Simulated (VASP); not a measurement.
Here is a VASP 6.6.1 calculation.

POSCAR

```
C
1.0
    0.0000000000      1.7833700000      1.7833700000
    1.7833700000      0.0000000000      1.7833700000
    1.7833700000      1.7833700000      0.0000000000
C
2
Direct
    0.7500000000      0.7500000000      0.7500000000
    0.5000000000      0.5000000000      0.5000000000
```

The input INCAR.step1:

```
SYSTEM = C
PREC = Accurate
ENCUT = 520
EDIFF = 1E-5
ISMEAR = 0
SIGMA = 0.02
LREAL = .False.
LASPH = .True.
NELM = 60
ALGO = Normal
ISIF = 2
LWAVE = .True.
LCHARG = .False.
GGA = PE
```

Contents of INCAR.step2:

```
SYSTEM = C
PREC = Accurate
ENCUT = 520
EDIFF = 1E-6
ISMEAR = 0
SIGMA = 0.02
LREAL = .False.
LASPH = .True.
NELM = 60
ALGO = Normal
ISIF = 2
LWAVE = .False.
LCHARG = .False.
METAGGA = MBJ
ISTART = 1
```

File KPOINTS:

```
Automatic mesh
0
Gamma
  12 12 12
  0 0 0
```

File KPOINTS_OPT:

```
path GXWKGLUWLK,UX
20
line-mode
reciprocal
 0.0000000000  0.0000000000  0.0000000000  G
 0.5000000000  0.0000000000  0.5000000000  X

 0.5000000000  0.0000000000  0.5000000000  X
 0.5000000000  0.2500000000  0.7500000000  W

 0.5000000000  0.2500000000  0.7500000000  W
 0.3750000000  0.3750000000  0.7500000000  K

 0.3750000000  0.3750000000  0.7500000000  K
 0.0000000000  0.0000000000  0.0000000000  G

 0.0000000000  0.0000000000  0.0000000000  G
 0.5000000000  0.5000000000  0.5000000000  L

 0.5000000000  0.5000000000  0.5000000000  L
 0.6250000000  0.2500000000  0.6250000000  U

 0.6250000000  0.2500000000  0.6250000000  U
 0.5000000000  0.2500000000  0.7500000000  W

 0.5000000000  0.2500000000  0.7500000000  W
 0.5000000000  0.5000000000  0.5000000000  L

 0.5000000000  0.5000000000  0.5000000000  L
 0.3750000000  0.3750000000  0.7500000000  K

 0.6250000000  0.2500000000  0.6250000000  U
 0.5000000000  0.0000000000  0.5000000000  X
```

Potentials or basis: VASP PAW PBE potentials, release 64 (C).

Run with:

```bash
$ cat potpaw_PBE.64/C/POTCAR > POTCAR
$ cp INCAR.step1 INCAR
$ mpirun -np 1 vasp_std > vasp.out
$ cp INCAR.step2 INCAR
$ mpirun -np 1 vasp_std > vasp.out
```

Question: Predict the band gap on the k mesh.

Answer: 4.98 eV, indirect (least direct gap 6.62 eV).

Question: Estimate the band gap along the path.

Answer: 4.95 eV, indirect (least direct gap 6.62 eV).

Levels at the corners of the path, in eV from the valence-band top:
```csv
point,band 2,band 3,band 4,band 5,band 6,band 7
Γ,0.00,0.00,0.00,6.62,6.62,6.62
X,-13.01,-6.13,-6.13,5.59,5.59,18.78
X,-13.01,-6.13,-6.13,5.59,5.59,18.78
W,-12.34,-7.98,-7.98,11.71,11.71,13.47
W,-12.34,-7.98,-7.98,11.71,11.71,13.47
K,-11.95,-8.93,-5.21,6.55,11.79,15.98
K,-11.95,-8.93,-5.21,6.55,11.79,15.98
Γ,0.00,0.00,0.00,6.62,6.62,6.62
Γ,0.00,0.00,0.00,6.62,6.62,6.62
L,-13.17,-2.71,-2.71,9.37,9.51,9.51
L,-13.17,-2.71,-2.71,9.37,9.51,9.51
U,-11.95,-8.93,-5.21,6.55,11.79,15.98
U,-11.95,-8.93,-5.21,6.55,11.79,15.98
W,-12.34,-7.98,-7.98,11.71,11.71,13.47
W,-12.34,-7.98,-7.98,11.71,11.71,13.47
L,-13.17,-2.71,-2.71,9.37,9.51,9.51
L,-13.17,-2.71,-2.71,9.37,9.51,9.51
K,-11.95,-8.93,-5.21,6.55,11.79,15.98
U,-11.95,-8.93,-5.21,6.55,11.79,15.98
X,-13.01,-6.13,-6.13,5.59,5.59,18.78
```
